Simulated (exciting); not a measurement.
# Sb (R-3m) in exciting: a series of runs, part 2 of 2

exciting (release sodium).

## 3. G0W0 quasiparticle levels, LDA

run_exciting.py

```python
import subprocess
import xml.etree.ElementTree as ET
from ase.io import read
from ase.units import Bohr

atoms = read("POSCAR")
rmt = {'Sb': 2.3}  # bohr
tasks = """
<groundstate do="fromscratch" ngridk="5 5 5" rgkmax="7.5" gmaxvr="14" lmaxapw="10" lmaxmat="10" lmaxvr="8" xctype="LDA_PW" stype="Gaussian" swidth="0.00018375" nempty="10" ValenceRelativity="iora*" epsengy="1e-05" epspot="1e-05" maxscl="60" outputlevel="normal"/>
<gw taskname="g0w0" ngridq="3 3 3" nempty="50" ibgw="10" nbgw="21" enforceDegeneracy="false" coreflag="xal">
  <mixbasis lmaxmb="3" epsmb="0.0001" gmb="1"/>
  <barecoul basis="mb" barcevtol="0.1"/>
  <freqgrid fgrid="gauleg2" nomeg="16" freqmax="1"/>
  <selfenergy method="ac" singularity="mpb"/>
</gw>
"""

root = ET.Element("input")
ET.SubElement(root, "title").text = "Sb"
structure = ET.SubElement(root, "structure", speciespath="./", tshift="false")
crystal = ET.SubElement(structure, "crystal", scale="1.0")
for vector in atoms.cell / Bohr:
    ET.SubElement(crystal, "basevect").text = " ".join(f"{x:.12f}" for x in vector)
symbols = atoms.get_chemical_symbols()
for element in dict.fromkeys(symbols):
    species = ET.SubElement(structure, "species", speciesfile=element + ".xml", rmt=str(rmt[element]))
    for symbol, position in zip(symbols, atoms.get_scaled_positions(wrap=False)):
        if symbol == element:
            ET.SubElement(species, "atom", coord=" ".join(f"{x:.12f}" for x in position))
root.extend(ET.fromstring("<tasks>" + tasks + "</tasks>"))
ET.indent(root)
ET.ElementTree(root).write("input.xml")
subprocess.run(["exciting_smp"], check=True)
```

POSCAR

```
Sb
1.0
    2.1542000000      1.2437279499      3.7580000000
   -2.1542000000      1.2437279499      3.7580000000
    0.0000000000     -2.4874558998      3.7580000000
Sb
2
Direct
    0.7665100000      0.7665100000      0.7665100000
    0.2334900000      0.2334900000      0.2334900000
```

Potentials or basis: all-electron LAPW+lo, shipped species files, valence relativity iora*.

Command:

```console
OMP_NUM_THREADS=1 python run_exciting.py
```

Output:

```text
================================================================================
EXCITING SODIUM started
[... 10 lines left out ...]

 Lattice vectors (cartesian) :
      4.0708480203      2.3503052004      7.1015907809
     -4.0708480203      2.3503052004      7.1015907809
      0.0000000000     -4.7006104007      7.1015907809

 Reciprocal lattice vectors (cartesian) :
      0.7717292903      0.4455581135      0.2949191480
     -0.7717292903      0.4455581135      0.2949191480
     -0.0000000000     -0.8911162270      0.2949191480

 Unit cell volume                           :     407.6768436072
 Brillouin zone volume                      :       0.6084481307

 Species :    1 (Sb)
     parameters loaded from                 :    Sb.xml
     name                                   :    antimony
     nuclear charge                         :     -51.00000000
     electronic charge                      :      51.00000000
     atomic mass                            :  221954.90190000
     muffin-tin radius                      :       2.30000000
     # of radial points in muffin-tin       :     400

     atomic positions (lattice) :
       1 :   0.76651000  0.76651000  0.76651000
       2 :   0.23349000  0.23349000  0.23349000

 Total number of atoms per unit cell        :       2

 Spin treatment                             :    spin-unpolarised

 Number of Bravais lattice symmetries       :      12
 Number of crystal symmetries               :      12

 k-point grid                               :       5    5    5
 Total number of k-points                   :      19
 k-point set is reduced with crystal symmetries

 R^MT_min * |G+k|_max (rgkmax)              :       7.50000000
 Species with R^MT_min                      :       1 (Sb)
 Maximum |G+k| for APW functions            :       3.26086957
 Maximum |G| for potential and density      :      14.00000000

 G-vector grid sizes                        :      40    40    40
 Total number of G-vectors                  :   18829

 Maximum angular momentum used for
     APW functions                          :      10
     computing H and O matrix elements      :      10
     potential and density                  :       8
     inner part of muffin-tin               :       2

 Total nuclear charge                       :    -102.00000000
 Total electronic charge                    :     102.00000000
 Total core charge                          :      72.00000000
 Total valence charge                       :      30.00000000

 Number of empty states                     :      10
 Total number of valence states             :      26

 Maximum Hamiltonian size                   :     278
 Maximum number of plane-waves              :     250
 Total number of local-orbitals             :      28

 Exchange-correlation type                  :       3
     Perdew-Wang, Phys. Rev. B 45, 13244 (1992)

 Smearing scheme                            :    Gaussian
 Smearing width                             :       0.00018375

 Using multisecant Broyden potential mixing
[... 16 lines left out ...]
+ SCF iteration number :    1                                                  +
++++++++++++++++++++++++++++++++++++++++++++++++++++++++++++++++++++++++++++++++
 Total energy                               :    -12953.28206354
 _______________________________________________________________
 Fermi energy                               :         0.24372134
 Kinetic energy                             :     13669.93484905
 Coulomb energy                             :    -26292.83844956
 Exchange energy                            :      -320.59326727
 Correlation energy                         :        -9.78519577
[... 362 lines left out ...]
 Estimated fundamental gap                  :         0.01420141
        valence-band maximum at   11      0.4000  0.2000  0.2000
     conduction-band minimum at    3      0.4000  0.0000  0.0000

 RMS change in effective potential (target) :  0.711668E-10  ( 0.100000E-04)
 Absolute change in total energy   (target) :  0.101889E-05  ( 0.100000E-04)
 Charge distance                   (target) :  0.260573E-09  ( 0.100000E-04)

++++++++++++++++++++++++++++++++++++++++++++++++++++++++++++++++++++++++++++++++
| Convergency criteria checked for the last 2 iterations                       +
| Convergence targets achieved. Performing final SCF iteration                 +
++++++++++++++++++++++++++++++++++++++++++++++++++++++++++++++++++++++++++++++++
 Total energy                               :    -12956.34432190
 _______________________________________________________________
 Fermi energy                               :         0.23394263
 Kinetic energy                             :     13667.86041424
 Coulomb energy                             :    -26293.78383715
 Exchange energy                            :      -320.63486269
 Correlation energy                         :        -9.78603630

 DOS at Fermi energy (states/Ha/cell)       :         0.00000000

 Electron charges :
     core                                   :        72.00000000
     core leakage                           :         0.00766811
     valence                                :        30.00000000
     interstitial                           :         5.69494294
     charge in muffin-tin spheres :
                  atom     1    Sb          :        48.15252853
                  atom     2    Sb          :        48.15252853
     total charge in muffin-tins            :        96.30505706
     total charge                           :       102.00000000

 Estimated fundamental gap                  :         0.01420141
        valence-band maximum at   11      0.4000  0.2000  0.2000
     conduction-band minimum at    3      0.4000  0.0000  0.0000

++++++++++++++++++++++++++++++++++++++++++++++++++++++++++++++++++++++++++++++++
[... 12 lines left out ...]
| EXCITING SODIUM stopped                                                      =
================================================================================
```

Wall time 34 min (1 thread of Intel Xeon 6975P-C (Granite Rapids), shared host); peak memory 0.5 GiB.

Results:

```yaml
Band_gap_on_the_k_mesh_mean-field_level: 0.39 eV, indirect (least direct gap 0.69 eV)
All_electrons_inside_the_program's_atomic_spheres: Sb 48.15 (radii Sb 2.3 bohr)
Quasiparticle_gap: 1.54 eV
Least_direct_quasiparticle_gap: 1.55 eV
```

Levels at points of the mesh, in eV from the valence-band top:
| k point | band 12 | band 13 | band 14 | band 15 | band 16 | band 17 | band 18 | band 19 |
| --- | --- | --- | --- | --- | --- | --- | --- | --- |
| (0.00, 0.00, 0.00) | -4.85 | -1.92 | -1.64 | -1.64 | 2.24 | 2.82 | 2.82 | 5.36 |

Caveat: the basis lacks high local orbitals and the q mesh is coarse, so quasiparticle gaps aren't converged; this odd mesh holds no zone-boundary point such as X or L, so its gap can lie well above the true one; spin-orbit coupling is left out, which moves the levels of the heavy elements; an odd mesh through Γ misses points on the zone boundary, where band edges often lie.
